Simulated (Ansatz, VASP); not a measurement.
## LiF (Griceite): VASP beside Ansatz

Wanted: the spread between two codes on one cell, functional and k mesh. The cell is taken from a series of VASP runs on this material, whose earlier steps may have relaxed, scaled or displaced it; both programs get it as it stands.

Main program and level: Ansatz 0.2.0; plane waves, with VASP 6.6.1 beside it; relaxation of cell and atoms at PBEsol.

## Step 1: Set-up

The structure is cubic, space group Fm-3m (No. 225). Conventional cell: a = 3.995 Å, b = 3.995 Å, c = 3.995 Å, α = 90.00°, β = 90.00°, γ = 90.00°. Li has 6 F at 2.00 Å nearest. F has 6 Li at 2.00 Å nearest. Farther neighbours and most contacts between anions are not listed.

## Step 2: VASP: relaxation of cell and atoms, PBEsol

The relaxed volume is the usual yardstick between codes: its relative difference is about their pressure difference at one cell divided by the bulk modulus.

Lines of VASP's logs that name or quote its potential files are left out, and so is its time.

Input file INCAR:

```
SYSTEM = LiF
PREC = Accurate
ENCUT = 650
EDIFF = 1E-07
NELM = 100
ISMEAR = 0
SIGMA = 0.05
LREAL = .FALSE.
ALGO = Normal
GGA = PS
NBANDS = 11
LORBIT = 11
LWAVE = .FALSE.
LCHARG = .FALSE.
KPAR = 16
IBRION = 2
NSW = 50
ISIF = 3
EDIFFG = -0.003
```

Input file POSCAR:

```
LiF
1.0
    0.0000000000      1.9976737068      1.9976737068
    1.9976737068      0.0000000000      1.9976737068
    1.9976737068      1.9976737068      0.0000000000
Li F
1 1
Direct
    0.0000000000      0.0000000000      0.0000000000
    0.5000000000      0.5000000000      0.5000000000
```

Input file KPOINTS:

```
Automatic mesh
0
Gamma
14 14 14
0 0 0
```

PAW data sets: Li_sv and F (PBE family, release 64).

Started as:

```sh
mpirun -np 16 vasp_std
```

Numbers of over 12 decimals in the logs are rounded to 6 here.

Output:

```text
[banner, memory and clock lines left out]
running   16 mpi-ranks, on    1 nodes
 distrk:  each k-point on    1 cores,   16 groups
 distr:  one band on    1 cores,    1 groups

 POSCAR found type information on POSCAR LiF
 POSCAR found :  2 types and       2 ions
|                                                                             |
|           W    W    AA    RRRRR   N    N  II  N    N   GGGG   !!!           |
|           W    W   A  A   R    R  NN   N  II  NN   N  G    G  !!!           |
|           W    W  A    A  R    R  N N  N  II  N N  N  G       !!!           |
|           W WW W  AAAAAA  RRRRR   N  N N  II  N  N N  G  GGG   !            |
|           WW  WW  A    A  R   R   N   NN  II  N   NN  G    G                |
|           W    W  A    A  R    R  N    N  II  N    N   GGGG   !!!           |
|                                                                             |
|     For optimal performance we recommend to set                             |
|       NCORE = 2 up to number-of-cores-per-socket                            |
|     NCORE specifies how many cores store one orbital (NPAR=cpu/NCORE).      |
|     This setting can greatly improve the performance of VASP for DFT.       |
|     The default, NCORE=1 might be grossly inefficient on modern             |
|     multi-core architectures or massively parallel machines. Do your        |
|     Unfortunately you need to use the default for GW and RPA                |
|     calculations (for HF NCORE is supported but not extensively tested      |
|     yet).                                                                   |
|                                                                             |

|                                                                             |
|               ----> ADVICE to this user running VASP <----                  |
|                                                                             |
|     You enforced a specific xc type in the INCAR file but a different       |
|     [... a line on the potential file left out ...]
|     I HOPE YOU KNOW WHAT YOU ARE DOING!                                     |
|                                                                             |

 LDA part: xc-table for (Slater+PW92), standard interpolation
 POSCAR, INCAR and KPOINTS ok, starting setup
 FFT: planning ... GRIDC
 FFT: planning ... GRID_SOFT
 FFT: planning ... GRID
 WAVECAR not read
 entering main loop
       N       E                     dE             d eps       ncg     rms          rms(c)
DAV:   1     0.386531576642E+02    0.38653E+02   -0.62042E+03  2344   0.109E+03
DAV:   2    -0.889834603459E+01   -0.47552E+02   -0.46508E+02  2640   0.217E+02
DAV:   3    -0.102641531856E+02   -0.13658E+01   -0.13614E+01  2972   0.329E+01
DAV:   4    -0.102799135593E+02   -0.15760E-01   -0.15758E-01  2780   0.371E+00
DAV:   5    -0.102800939067E+02   -0.18035E-03   -0.18034E-03  3065   0.285E-01    0.405E+00
DAV:   6    -0.985666971031E+01    0.42342E+00   -0.20330E+00  2618   0.951E+00    0.139E+00
DAV:   7    -0.985458637548E+01    0.20833E-02   -0.17227E-02  3171   0.127E+00    0.842E-01
DAV:   8    -0.985663809122E+01   -0.20517E-02   -0.12126E-02  3080   0.134E+00    0.107E-01
DAV:   9    -0.985665795182E+01   -0.19861E-04   -0.10803E-03  2728   0.319E-01    0.436E-02
DAV:  10    -0.985670651656E+01   -0.48565E-04   -0.10245E-04  2605   0.852E-02    0.104E-02
DAV:  11    -0.985670697319E+01   -0.45662E-06   -0.44945E-06  3154   0.230E-02    0.138E-03
DAV:  12    -0.985670704822E+01   -0.75030E-07   -0.53784E-07  2622   0.717E-03
   1 F= -.98567070E+01 E0= -.98567070E+01  d E =-.985671E+01
 curvature:   0.00 expect dE= 0.000E+00 dE for cont linesearch  0.000E+00
 trial: gam= 0.00000 g(F)=  0.132E-59 g(S)=  0.132E-05 ort = 0.000E+00 (trialstep = 0.100E+01)
 search vector abs. value=  0.132E-05
 reached required accuracy - stopping structural energy minimisation
```

Parts of OUTCAR (step 2):

```text
ion  position               nearest neighbor table
   1  0.000  0.000  0.000-   2 2.00   2 2.00   2 2.00   2 2.00   2 2.00   2 2.00
   2  0.500  0.500  0.500-   1 2.00   1 2.00   1 2.00   1 2.00   1 2.00   1 2.00

  LATTYP: Found a face centered cubic cell.
 ALAT       =     3.9953474136

 Subroutine GETGRP returns: Found 48 space group operations
 (whereof 48 operations were pure point group operations)

The static configuration has the point symmetry O_h .

 Found    104 irreducible k-points:

   k-points           NKPTS =    104   k-points in BZ     NKDIM =    104   number of bands    NBANDS=     11

   dimension x,y,z NGX =    24 NGY =   24 NGZ =   24
   dimension x,y,z NGXF=    48 NGYF=   48 NGZF=   48

   ENCUT  =  650.0 eV  47.77 Ry    6.91 a.u.   5.87  5.87  5.87*2*pi/ulx,y,z

   NELECT =      10.0000    total number of electrons

 k-points in reciprocal lattice and weights: Automatic mesh
   0.00000000  0.00000000  0.00000000       0.000
   0.07142857  0.00000000  0.00000000       0.003
   0.14285714  0.00000000  0.00000000       0.003
   0.21428571  0.00000000  0.00000000       0.003
   0.28571429  0.00000000  0.00000000       0.003
   0.35714286  0.00000000  0.00000000       0.003
   0.42857143  0.00000000  0.00000000       0.003
   0.50000000  0.00000000  0.00000000       0.001
   0.07142857  0.07142857  0.00000000       0.002
[...]
-0.28571429  0.42857143  0.21428571       0.009
  -0.28571429  0.50000000  0.21428571       0.004

 average (electrostatic) potential at core
       1 -60.3552       2 -76.5534

 E-fermi :  -0.6372

 k-point     1 :       0.0000    0.0000    0.0000
  band No.  band energies     occupation
      1     -41.1133      2.00000
      2     -20.8961      2.00000
      3      -0.9650      2.00000
      4      -0.9650      2.00000
      5      -0.9650      2.00000
      6       8.1674      0.00000
      7      23.1790      0.00000
      8      23.1790      0.00000
      9      23.1791      0.00000
     10      23.3889      0.00000
    ...

 k-point     2 :       0.0714    0.0000    0.0000
  band No.  band energies     occupation
      1     -41.1097      2.00000
      2     -20.8750      2.00000
      3      -1.1232      2.00000
      4      -0.9775      2.00000
      5      -0.9775      2.00000
      6       8.3233      0.00000
      7      21.1982      0.00000
      8      22.2882      0.00000
      9      22.2883      0.00000
     10      24.1492      0.00000
    ...

 k-point     3 :       0.1429    0.0000    0.0000
  band No.  band energies     occupation
      1     -41.0998      2.00000
      2     -20.8149      2.00000
      3      -1.5439      2.00000
      4      -1.0122      2.00000
      5      -1.0122      2.00000
      6       8.7217      0.00000
      7      19.1615      0.00000
      8      21.1967      0.00000
      9      21.1967      0.00000
     10      24.9260      0.00000
    ...

  Total       -0.0042759     -0.0042759     -0.0042759      0.0000000     -0.0000000      0.0000000
  in kB       -0.4296708     -0.4296708     -0.4296708      0.0000000     -0.0000000      0.0000000
  external PRESSURE =      -0.4296708 kB  Pullay stress =       0.0000000 kB

  energy-cutoff  :      650.00
  volume of cell :       15.94
      direct lattice vectors                 reciprocal lattice vectors
     0.000000000  1.997673707  1.997673707    -0.250291125  0.250291125  0.250291125
     1.997673707  0.000000000  1.997673707     0.250291125 -0.250291125  0.250291125
     1.997673707  1.997673707  0.000000000     0.250291125  0.250291125 -0.250291125

 POSITION                                       TOTAL-FORCE (eV/Angst)
 -----------------------------------------------------------------------------------
      0.00000      0.00000      0.00000        -0.000000     -0.000000      0.000000
      1.99767      1.99767      1.99767         0.000000      0.000000     -0.000000
 -----------------------------------------------------------------------------------
    total drift:                               -0.000000     -0.000000      0.000000

  FREE ENERGIE OF THE ION-ELECTRON SYSTEM (eV)
  ---------------------------------------------------
  free  energy   TOTEN  =        -9.8567070482 eV

  energy  without entropy=       -9.8567070482  energy(sigma->0) =       -9.85670705

 reached required accuracy - stopping structural energy minimisation

 total charge
# of ion       s       p       d       tot
------------------------------------------
    1        2.019   0.056   0.000   2.075
    2        1.721   4.404   0.000   6.125
--------------------------------------------------
tot          3.740   4.459   0.000   8.200

[... 3 further parts left out ...]
```

CONTCAR:

```
LiF
   1.00000000000000
     0.0000000000000000    1.9976737067999999    1.9976737067999999
     1.9976737067999999    0.0000000000000000    1.9976737067999999
     1.9976737067999999    1.9976737067999999    0.0000000000000000
  Li              F
     1     1
Direct
     0.0000000000000000    0.0000000000000000    0.0000000000000000
     0.5000000000000000    0.5000000000000000    0.5000000000000000
```

The run keeps the 48 symmetry operations of its start, so it cannot find a distortion of lower symmetry.

## Step 3: Ansatz: relaxation of cell and atoms, PBEsol

Ansatz runs on its default PAW (the set named soft_2) files.

The same cell, functional, mesh and smearing now go to Ansatz, which takes its cutoff from its data sets.

Input file input.yaml:

```yaml
crystal:
  lattice:
    - [0.0, 1.9976737068, 1.9976737068]
    - [1.9976737068, 0.0, 1.9976737068]
    - [1.9976737068, 1.9976737068, 0.0]
  atoms:
    - { symbol: Li, position: [0.0, 0.0, 0.0] }
    - { symbol: F, position: [0.5, 0.5, 0.5] }
hamiltonian:
  xc: pbesol
  pseudopotentials: { kind: paw }
kpoints:
  mp_grid: { grid: [14, 14, 14] }
scf:
  occupations: { method: gaussian, width: 0.05 }
relax:
  f_tol: 0.01
  max_steps: 60
  cell: { stress_tol: 0.05 }
output:
  forces: true
  stress: true
```

Started as:

```sh
ansatz run input.yaml --threads 4 --pin off --max-ram 9216MiB --backend cpu --events-out ev --progress --plain --runs-dir out
```

Output:

```text
Engine: ansatz 0.2.0, aarch64-unknown-linux-gnu
Pseudopotentials: kind: paw
Pseudopotential: Li, paw, valence charge 3, recommended cutoff 420 eV (normal), Li.paw.azcp
Pseudopotential: F, paw, valence charge 7, recommended cutoff 420 eV (normal), F.paw.azcp
Functional definition: PBEsol
  exchange = pbesol_x
  correlation = pbesol_c
Crystal: 2 atoms, lattice volume = 15.944 Å³
Basis set: ecut = 420 eV, 331 PW (Γ), exchange–correlation on 40×40×40 points (8 copies of the dense FFT grid, shifted against one another)
Bands: 9, of which v1, the nominal top of the filled ones, is band 5 counted from 1 (4 counted from 0)
Symmetry: 48 space group operations
Space group: Fm-3m (ITA 225), of the structure as read, at distance tolerance 2.5e-5 Å
k-points: 104 of 2744
Non-local potential: Li, projectors of the file, l = 0: 3, l = 1: 2, l = 2: 1
Non-local potential: F, projectors of the file, l = 0: 2, l = 1: 2, l = 2: 1
PAW form: soft (Blöchl's): semilocal exchange-correlation on the pseudo side does not see the compensation charge
PAW frozen core: F, regenerated for the run's functional, and the local potential with it (the file was generated under x = pbe(κ = 0.804, μ = 0.219515), c = pbe(β = 0.066725))
PAW one-centre angular grid: Li, 110 points (default); XC on 64 Gauss nodes
PAW one-centre angular grid: F, 110 points (default); XC on 64 Gauss nodes
Initial density: superposition of atomic densities (neutral atoms: chi_scale 0, normalization atom), corrected by the library's trained network
Initial wavefunctions: pseudopotential atomic-orbital guess
Functional: x = pbesol(κ = 0.804, μ = 0.123457), c = pbesol(β = 0.046)
SCF iter   1: F=—  HF=-1006.564289 eV  |F-HF|=—  |Δ(HF+E_count)|=         —  Δρ=1.44e-2  dr2=2.00e-2  ethr=1.77e-3  ⟨swp⟩=5.5  Hψ=5743  notcnv=0
preconditioner: auto → none  [insulator: Δε(μ)=8.985 eV  Ē_g=22.635 eV  σ=0.050 eV  W_gap=1.00  n_scr=0 (ndim 8)  ℏωp=26.3 eV  f_vac=0.000  D(μ)=0.00/eV (n_scr^D=0)  ε∞_Penn≈2.4]
SCF iter   2: F=—  HF=-1006.556942 eV  |F-HF|=—  |Δ(HF+E_count)|=   7.35e-3  Δρ=4.73e-3  dr2=1.60e-3  ethr=2.00e-4  ⟨swp⟩=2.9  Hψ=2572  notcnv=0
SCF iter   3: F=—  HF=-1006.556331 eV  |F-HF|=—  |Δ(HF+E_count)|=   6.11e-4  Δρ=7.95e-4  dr2=5.57e-5  ethr=1.60e-5  ⟨swp⟩=2.5  Hψ=1563  notcnv=0
SCF iter   4: F=—  HF=-1006.556312 eV  |F-HF|=—  |Δ(HF+E_count)|=   1.90e-5  Δρ=2.22e-4  dr2=2.81e-6  ethr=5.57e-7  ⟨swp⟩=2.1  Hψ=1441  notcnv=0
SCF iter   5: F=—  HF=-1006.556311 eV  |F-HF|=—  |Δ(HF+E_count)|=   5.12e-7  Δρ=3.95e-5  dr2=1.92e-7  ethr=2.81e-8  ⟨swp⟩=2.2  Hψ=1319  notcnv=0
SCF iter   6: F=-1006.556311 eV  HF=-1006.556311 eV  |F-HF|=2.26e-9  |Δ(HF+E_count)|=   3.18e-8  Δρ=5.53e-6  dr2=3.88e-9  ethr=1.00e-9  ⟨swp⟩=3.3  Hψ=2416  notcnv=0
SCF 1 converged in 6 iterations: F = -1006.556311 eV  dr2 = 3.88e-9
  greatest PAW one-centre occupation: 1.000 electrons in one spin orbital (limit 2), on the Li atom at site 0 (counted from 0), in its partial waves of l = 0
relax step   1: F+E_penalty+E_count = -1006.55631139 eV  Δ(F+E_penalty+E_count) = +0.000e0 eV  max|allowed force component| = 1.115e-29 eV/Å  Δτ_max = 0.0000 Å  P = +0.681 GPa  Ω = 15.944 Å³  (6 SCF iters, dr2 threshold 1.00e-7 eV, accepted)
[...]
relax step   2: F+E_penalty+E_count = -1006.55624417 eV  Δ(F+E_penalty+E_count) = +6.723e-5 eV  max|allowed force component| = 3.017e-29 eV/Å  Δτ_max = 0.0000 Å  P = +0.455 GPa  Ω = 15.987 Å³  energy of the carried Pulay correction = -2.190e-4 eV  (3 SCF iters, dr2 threshold 2.00e-7 eV, accepted)
[...]
relax step   3: F+E_penalty+E_count = -1006.55592459 eV  Δ(F+E_penalty+E_count) = +3.196e-4 eV  max|allowed force component| = 7.930e-30 eV/Å  Δτ_max = 0.0000 Å  P = -0.002 GPa  Ω = 16.074 Å³  energy of the carried Pulay correction = -6.600e-4 eV  (4 SCF iters, dr2 threshold 2.00e-7 eV, accepted)
[...]
relax step   4: F+E_penalty+E_count = -1006.55666749 eV  Δ(F+E_penalty+E_count) = -7.429e-4 eV  max|allowed force component| = 6.861e-30 eV/Å  Δτ_max = 0.0000 Å  P = +0.084 GPa  Ω = 16.074 Å³  stress off target by 8.39e-2 GPa  SCF on the basis re-selected at this cell (its energy is not comparable with the rows above)  (5 SCF iters)
[...]
relax step   5: F+E_penalty+E_count = -1006.55659121 eV  Δ(F+E_penalty+E_count) = +7.628e-5 eV  max|allowed force component| = 7.428e-30 eV/Å  Δτ_max = 0.0000 Å  P = +0.008 GPa  Ω = 16.090 Å³  energy of the carried Pulay correction = -8.081e-5 eV  (3 SCF iters, dr2 threshold 1.76e-8 eV, accepted)
[...]
relax step   6: F+E_penalty+E_count = -1006.55668501 eV  Δ(F+E_penalty+E_count) = -9.381e-5 eV  max|allowed force component| = 6.878e-30 eV/Å  Δτ_max = 0.0000 Å  P = +0.012 GPa  Ω = 16.090 Å³  stress off target by 1.21e-2 GPa  SCF on the basis re-selected at this cell (its energy is not comparable with the rows above)  (6 SCF iters)
basis re-selected at this cell: Δ(F+E_penalty+E_count) = -9.381e-5 eV, ΔP = +0.004 GPa vs the last step (what re-selecting the basis moved, of the pressure what is left beyond the Pulay correction that the steps carried, after the strain that the cell walked since its last selection, with what the two solves' SCF thresholds leave and, on support functions, any second-order correction that the steps lacked; it is no m [...]
SCF converged after 6 iterations
Free energy (F): -1006.556685 eV
Harris-Foulkes:  -1006.556685 eV  (|F-HF|=1.14e-13)
Internal energy: -1006.556685 eV  (E = F + TS)
E sigma→0 (E₀):  -1006.556685 eV
Fermi energy:    5.553980 eV
--- Per-component energies (eV) ---
  E_band       = -116.065248
  E_kinetic    = 229.980953
  E_local      = -634.765069  (includes V_loc(G=0)·N_el)
  E_nonlocal   = 40.837417
  E_hartree    = 221.155329
  E_xc         = -90.339154
  E_vxc        = -116.640687  (∫ρ·V_xc dr)
  E_paw        = -213.489773  (= ΣΔE_a)
  E_vpaw       = -77.790638  (= ΣTr[D̂ρ^β])
  E_aug_tail   = 0.002112  (compensation charges beyond the density's cutoff)
  E_ewald      = -559.980940
  E_core_change = 0.042443  (= ΣΔE_core)
  E_smearing   = -0.000000  (= −TS)
  E_closure    = -0.000000  (closes the sum)
  Σ components = -1006.556685   (vs F -1006.556685, Δ=0.00e0)
--- Forces (eV/Å), atoms counted from 1 ---
  atom   1  Li    -0.00000000    -0.00000000     0.00000000
  atom   2  F      0.00000000    -0.00000000     0.00000000
  max |Σ_I F_I| component: 1.36e-29 eV/Å
--- Stress (GPa, compression-positive) ---
        0.012105      -0.000000      -0.000000
       -0.000000       0.012105      -0.000000
       -0.000000      -0.000000       0.012105
  P = ⅓ Tr σ = 0.0121 GPa (0.121 kbar)
--- Relaxed structure (4 steps of the walk, 4 accepted, 2 SCFs on fresh bases) ---
  F+E_penalty+E_count = -1006.55668501 eV   max|allowed force component| = 6.878e-30 eV/Å   (the final SCF, on the basis selected at the relaxed cell)
  cell:  # Å, volume = 16.0901 Å³
    - [0, 2.003745, 2.003745]
    - [2.003745, 0, 2.003745]
    - [2.003745, 2.003745, 0]
  atoms:
    - { symbol: Li, position: [0, 0, 0] }
    - { symbol: F, position: [0.5, 0.5, 0.5] }
```

It took 2 s on 4 threads of Arm Neoverse V1, shared host; peak memory 0.28 GiB.

## Step 4: Comparison

Known differences besides the potentials themselves: both relaxations stop at a tolerance, which leaves soft axes loose, and VASP keeps its plane-wave basis; the cutoff is 420 eV in Ansatz and 650 eV in VASP; Ansatz makes its cores anew for this functional, VASP keeps those of its PBE data sets; VASP leaves aspherical gradient terms in its spheres out (LASPH is not set), Ansatz keeps them; Ansatz adds a Pulay correction to the stress that steers its cell, VASP none. Total energies have different zeros and are not compared.

Both answers:

```
                                         quantity  Ansatz   VASP  difference
                                      volume (Å³)   16.09  15.94     +0.91 %
edge a after relaxation, in the typed setting (Å)   2.834  2.825     +0.30 %
```

The walks stopped with 0.01 GPa left in Ansatz and -0.04 GPa in VASP; each walk ends within a tolerance, so the volume difference is uncertain by about these residues over the bulk modulus, most in soft cells.

## Step 5: Results

```
difference in volume (relaxation of cell and atoms, PBEsol) : 0.91 %
```

The difference in volume is 0.91 % (relaxation of cell and atoms, PBEsol), within the 1.2 % picked in this series as the mark of a large difference, as far as the stopping tolerances let one tell. Such differences can come from data sets, numerical settings and the points named under the comparisons, not from the functional's error against experiment.

[Lines on the potential files, build, host, timing and source positions are cut from VASP's logs without a mark.]

[Logs are printed without paths, hosts, clocks, repeated set-up lines and the standing remarks that a program may print on its own settings, such as how far it seeks lower states.]

[Hosts, paths, dates, database ids (printed as entryN), source tags and the programs' standing remarks are cut or masked in the printed files.]
